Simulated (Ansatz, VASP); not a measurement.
## CdS (Hawleyite): VASP beside Ansatz

POSCAR

```
CdS
1.0
    0.0000000000      2.9121731224      2.9121731224
    2.9121731224      0.0000000000      2.9121731224
    2.9121731224      2.9121731224      0.0000000000
Cd S
1 1
Direct
    0.0000000000      0.0000000000      0.0000000000
    0.2500000000      0.2500000000      0.2500000000
```

Contents of INCAR.step1:

```
SYSTEM = CdS
PREC     = Accurate       ! precision mode
ENCUT    = 520            ! plane-wave cutoff, eV
ISMEAR   = 0              ! smearing method
SIGMA    = 0.01           ! smearing width, eV
LREAL    = .False.        ! projectors in reciprocal space
LASPH    = .True.         ! aspherical terms in the spheres
NELM     = 60             ! most SCF steps
NBANDS   = 16             ! bands
GGA      = PE             ! functional
ALGO     = Normal         ! electronic algorithm
EDIFF    = 1E-4           ! SCF threshold, eV
LWAVE    = .True.         ! write WAVECAR
LCHARG   = .False.        ! write CHGCAR
```

The input INCAR.step2:

```
SYSTEM = CdS
PREC     = Accurate       ! precision mode
ENCUT    = 520            ! plane-wave cutoff, eV
EDIFF    = 1E-7           ! SCF threshold, eV
ISMEAR   = 0              ! smearing method
SIGMA    = 0.01           ! smearing width, eV
LREAL    = .False.        ! projectors in reciprocal space
LASPH    = .True.         ! aspherical terms in the spheres
NELM     = 60             ! most SCF steps
ALGO     = Normal         ! electronic algorithm
ISIF     = 2              ! what is computed and relaxed
LWAVE    = .False.        ! write WAVECAR
LCHARG   = .True.         ! write CHGCAR
METAGGA  = R2SCAN         ! meta-GGA
LMIXTAU  = .True.       
LELF     = .True.         ! ELF
LVHAR    = .True.       
NBANDS   = 16             ! bands
ISTART   = 1
```

Contents of KPOINTS:

```
regular mesh
0
Gamma
  8 8 8
  0 0 0
```

Input for Ansatz:

```yaml
crystal:
  lattice:
    - [0.0, 2.9121731224, 2.9121731224]
    - [2.9121731224, 0.0, 2.9121731224]
    - [2.9121731224, 2.9121731224, 0.0]
  atoms:
    - { symbol: Cd, position: [0.0, 0.0, 0.0] }
    - { symbol: S, position: [0.25, 0.25, 0.25] }
kpoints:
  mp_grid: { grid: [8, 8, 8] }
  band_path:
    path:
      - [0.0, 0.0, 0.0]
      - [-0.5, -0.5, 0.0]
      - [-0.375, -0.375, 0.25]
      - [-0.375, 0.0, 0.375]
      - [0.0, 0.0, 0.5]
      - [-0.5, -0.25, 0.25]
    npoints: 1
hamiltonian:
  xc: r2scan
scf:
  occupations: { method: fixed }
  n_extra_bands: 4
output:
  forces: true
  stress: true
  eigenvalues: true
```

Change from the starting cell: hydrostatic strain -0.9%.

Alike in both runs: task single point; functional r2SCAN; k mesh 8 × 8 × 8; no spin polarisation.

|  | VASP | Ansatz |
| --- | --- | --- |
| version | VASP 6.6.1 | Ansatz 0.2.0 |
| potentials or method | VASP PAW PBE potentials, release 64 (Cd, S) | plane waves, PAW |
| plane-wave cutoff (eV) | 520 | 500 |
| occupations | gaussian, width 0.01 eV | fixed |
| valence electrons in the cell | 18 | 26 |

|  | VASP | Ansatz | Ansatz less VASP |
| --- | --- | --- | --- |
| gap on the k mesh at the Fermi level (eV) | 1.60 | 1.61 | +0.003 |
| pressure (GPa) | 2.1 | 1.8 | -0.34 |

The two sets of potentials don't hold the same shells in valence.

Caveats: the PAW data sets were made with another functional, which shifts forces and pressure a little (VASP).
